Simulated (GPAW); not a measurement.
# ZnO in GPAW: convergence with grid spacing (A)

Input of the first run (grid spacing (A) 0.26); the others differ in this setting and in those tied to it:

run.py

```python
from ase.dft.bandgap import bandgap
from ase.io import read, write
from gpaw import GPAW

atoms = read('POSCAR')

calc = GPAW(mode='fd',
            h=0.26,
            xc='PBE',
            kpts={'size': (10, 10, 10), 'gamma': True},
            occupations={'name': 'fermi-dirac', 'width': 0.05},
            nbands=18,
            convergence={'density': 1e-05, 'energy': 1e-05},
            maxiter=100,
            txt='gpaw.txt')
atoms.calc = calc
energy = atoms.get_potential_energy()
forces = atoms.get_forces()
calc.write('gs.gpw')
write('result.traj', atoms)
print(f'Energy: {energy:.6f} eV')
print('Forces (eV/A):')
print(forces.round(4))
print('Fermi level:', round(calc.get_fermi_level(), 4), 'eV')
print(f'Gap: {bandgap(calc)[0]:.4f} eV, direct: {bandgap(calc, direct=True)[0]:.4f} eV')
```

POSCAR

```
ZnO
1.0
    2.6882100000      0.0000000000      0.0000000000
    0.0000000000      2.6882100000      0.0000000000
    0.0000000000      0.0000000000      2.6882100000
Zn O
1 1
Direct
    0.0000000000      0.0000000000      0.0000000000
    0.5000000000      0.5000000000      0.5000000000
```

Potentials or basis: GPAW PAW data sets (gpaw-data 1.2.1), fd.

Launch:

```sh
$ OMP_NUM_THREADS=1 python run.py
```

The cell was built by a generator and needn't be a form met in nature.

Hardware: 1 thread of Arm Neoverse V1, on a shared host.

```
grid spacing (A)  energy less the tightest run, at zero smearing (meV/atom)  SCF cycles  CPU time (s)  peak memory (GiB)
            0.26                                                    -180.97          14            31               0.19
            0.23                                                    -180.97          14            30               0.19
             0.2                                                    -180.97          14            30               0.19
            0.18                                                     -29.56          14            61               0.28
            0.16                                                     -29.56          14            62               0.28
            0.14                                                      -5.60          14           110               0.44
            0.12                                                       0.00          15           190               0.68
```

Not settled before the last step: the energy (to 1 meV/atom). The tightest run that finished is the yardstick and may itself not be fully converged.

Caveat, for the tightest run too: the real-space grid adds noise to forces.
